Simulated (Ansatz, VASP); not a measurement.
# CoSi2 (lda) in VASP and in Ansatz

```xyz
3
Lattice="0.0000 2.6369 2.6369 2.6369 0.0000 2.6369 2.6369 2.6369 0.0000" Properties=species:S:1:pos:R:3 pbc="T T T"
Co    0.0000    0.0000    0.0000
Si    1.3185    1.3185    1.3185
Si    3.9554    3.9554    3.9554
```

Alike in both runs: functional LDA; k mesh 14 × 14 × 14; occupations gaussian, width 0.1 eV; no spin polarisation.

Ansatz relaxed the structure, and its values are those at the end. VASP's run is a single point on that final structure, the one shown.

|  | VASP | Ansatz |
| --- | --- | --- |
| version | VASP 6.6.1 | Ansatz 0.2.0 |
| potentials or method | VASP PAW LDA potentials, release 64 (Co, Si) | scalar-relativistic, plane waves, PAW |
| plane-wave cutoff (eV) | 520 | 420 |
| valence electrons in the cell | 17 | 25 |

|  | VASP | Ansatz | Ansatz less VASP |
| --- | --- | --- | --- |
| gap on the k mesh at the Fermi level (eV) | none | none | - |
| pressure (GPa) | 0.2 | 0.0 | -0.19 |

A gap of «none» marks a metal or a gap that the smearing closes. The two sets of potentials don't hold the same shells in valence.

Spin polarisation is off, so any magnetic state and its effect on volume and gap are missing.
